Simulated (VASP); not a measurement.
# MoS2 (db) (P6_3/mmc) in VASP: notebook, part 2 of 2

VASP 6.6.1. Earlier steps stand in the parts before.

**3. Single point, PBE+D3(BJ)**

Contents of INCAR:

```
PREC     = Accurate       # precision mode
ENCUT    = 520            # plane-wave cutoff, eV
EDIFF    = 1E-6           # SCF threshold, eV
ISMEAR   = 0              # smearing method
SIGMA    = 0.02           # smearing width, eV
LREAL    = False          # projectors in reciprocal space
LASPH    = True           # aspherical terms in the spheres
NELM     = 100            # most SCF steps
ALGO     = Fast           # electronic algorithm
ISIF     = 2              # what is computed and relaxed
LWAVE    = False          # write WAVECAR
LCHARG   = True           # write CHGCAR
GGA      = PE             # functional
IVDW     = 12             # dispersion correction
LELF     = True           # ELF
LVHAR    = True         
NBANDS   = 35             # bands
```

Contents of KPOINTS:

```
Automatic mesh
0
Gamma
  12 12 4
```

Contents of POSCAR:

```
MoS2
1.0
    3.1690000000      0.0000000000      0.0000000000
   -1.5845000000      2.7444345046      0.0000000000
    0.0000000000      0.0000000000     12.3240000000
Mo S
2 4
Direct
    0.3333333333      0.6666666667      0.2500000000
    0.6666666667      0.3333333333      0.7500000000
    0.3333333333      0.6666666667      0.6232601666
    0.6666666667      0.3333333333      0.1232601666
    0.3333333333      0.6666666667      0.8767398334
    0.6666666667      0.3333333333      0.3767398334
```

Potentials or basis: VASP PAW PBE potentials, release 64 (Mo_sv, S).

On the command line:

```console
$ cat potpaw_PBE.64/Mo_sv/POTCAR potpaw_PBE.64/S/POTCAR > POTCAR
$ mpirun -np 1 vasp_std > vasp.out
```

OUTCAR:

```text
PREC = Accurate
   ENCUT = 520
   EDIFF = 1E-6
   ISMEAR = 0
   LREAL = False
   LASPH = True
   NELM = 100
   ISIF = 2
   GGA = PE
   IVDW = 12
 IVDW          = 12

 ion  position               nearest neighbor table
   1  0.333  0.667  0.250-   4 2.41   6 2.41   4 2.41   6 2.41   4 2.41   6 2.41
   2  0.667  0.333  0.750-   3 2.41   5 2.41   3 2.41   5 2.41   3 2.41   5 2.41
   3  0.333  0.667  0.623-   2 2.41   2 2.41   2 2.41
   4  0.667  0.333  0.123-   1 2.41   1 2.41   1 2.41
   5  0.333  0.667  0.877-   2 2.41   2 2.41   2 2.41
   6  0.667  0.333  0.377-   1 2.41   1 2.41   1 2.41

  LATTYP: Found a hexagonal cell.
 ALAT       =     3.1690000000
 C/A-ratio  =     3.8889239508

  Lattice vectors:

 A1 = (   3.1690000000,   0.0000000000,   0.0000000000)
 A2 = (  -1.5845000000,   2.7444345046,   0.0000000000)
 A3 = (   0.0000000000,   0.0000000000,  12.3240000000)

Analysis of symmetry for initial positions (statically):
=====================================================================
 Subroutine PRICEL returns:
 Original cell was already a primitive cell.
[... 186 lines left out ...]
 cond. band min:       8.3940932653   @ k =   0.1667   0.1667   0.0000
 fundamental gap:      0.9015005304
 Fermi energy:         7.6482843614

 k-point     1 :       0.0000    0.0000    0.0000
  band No.  band energies     occupation
      1     -54.0195      2.00000
      2     -54.0195      2.00000
      3     -28.1695      2.00000
      4     -28.1694      2.00000
      5     -27.9510      2.00000
      6     -27.9510      2.00000
[... 901 lines left out ...]
     34      11.0571      0.00000
     35      14.3458      0.00000

 [... further k-points ...]

------------------------ aborting loop because EDIFF is reached ----------------------------------------

 Edisp (eV)   -2.54054

 E8    (eV) :    -1.0246

  FORCE on cell =-STRESS in cart. coord.  units (eV):
  Direction    XX          YY          ZZ          XY          YZ          ZX
  --------------------------------------------------------------------------------------
  -------------------------------------------------------------------------------------
  Total      -1.32530    -1.32530    -0.83475     0.00000    -0.00000     0.00000
  in kB     -19.81069   -19.81069   -12.47779     0.00000    -0.00000     0.00000
  external pressure =      -17.37 kB  Pullay stress =        0.00 kB

 VOLUME and BASIS-vectors are now :
 -----------------------------------------------------------------------------
  energy-cutoff  :      520.00
  volume of cell :      107.18
      direct lattice vectors                 reciprocal lattice vectors
     3.169000000  0.000000000  0.000000000     0.315556958  0.182186895  0.000000000
    -1.584500000  2.744434505  0.000000000     0.000000000  0.364373789  0.000000000
     0.000000000  0.000000000 12.324000000     0.000000000  0.000000000  0.081142486

 POSITION                                       TOTAL-FORCE (eV/Angst)
 -----------------------------------------------------------------------------------
     -0.00000      1.82962      3.08100        -0.000000      0.000000      0.000000
      1.58450      0.91481      9.24300         0.000000     -0.000000      0.000000
     -0.00000      1.82962      7.68106         0.000000      0.000000      0.011807
      1.58450      0.91481      1.51906        -0.000000     -0.000000      0.011807
     -0.00000      1.82962     10.80494         0.000000      0.000000     -0.011807
      1.58450      0.91481      4.64294         0.000000     -0.000000     -0.011807
 -----------------------------------------------------------------------------------
    total drift:                               -0.000000      0.000000     -0.000000

  FREE ENERGIE OF THE ION-ELECTRON SYSTEM (eV)
  ---------------------------------------------------
  free  energy   TOTEN  =       -46.1552819276 eV

  energy  without entropy=      -46.1552819276  energy(sigma->0) =      -46.15528193
```

stdout:

```text
POSCAR found type information on POSCAR MoS
 POSCAR found :  2 types and       6 ions
 scaLAPACK will be used
 LDA part: xc-table for (Slater+PW92), standard interpolation
 POSCAR, INCAR and KPOINTS ok, starting setup
 FFT: planning ... GRIDC
 FFT: planning ... GRID_SOFT
 FFT: planning ... GRID
 WAVECAR not read
 entering main loop
```

It took 2.3 min on 1 thread of Intel Xeon Platinum 8488C (Sapphire Rapids), shared host; peak memory 0.34 GiB.

What came out:

| Item | Value |
| --- | --- |
| Free energy | -46.1553 eV |
| Pressure | -1.7 GPa |
| Largest force | 0.012 eV/Å |
| Band gap on the k mesh | 0.90 eV, indirect (least direct gap 1.65 eV) |
| Dispersion energy per atom | -0.423 eV |

Forces in eV/Å, atoms in the order of the input:
```
Mo   0.000  0.000  0.000
Mo   0.000  0.000  0.000
S    0.000  0.000  0.012
S    0.000  0.000  0.012
S    0.000  0.000 -0.012
S    0.000  0.000 -0.012
```

Stress tensor (GPa, compression positive):
```
-1.98  0.00  0.00
 0.00 -1.98  0.00
 0.00  0.00 -1.25
```

**4. How close it comes**

Step 3. Measured gap of MoS2: 1.3 eV (indirect; 300 K; “Multiwavelength excitation Raman Scattering Analysis of bulk and 2 dimensional MoS2: Vibrational properties of atomically thin MoS2 layers”, 2015, arxiv:1506.03228). This calculation gives 0.90 eV (-0.40 eV). Spin-orbit coupling on Mo is left out. The value is that of PBE+D3(BJ) on a finite k mesh, which can miss the band edges, without temperature or zero-point motion. Semilocal functionals fall short of measured gaps as a rule.
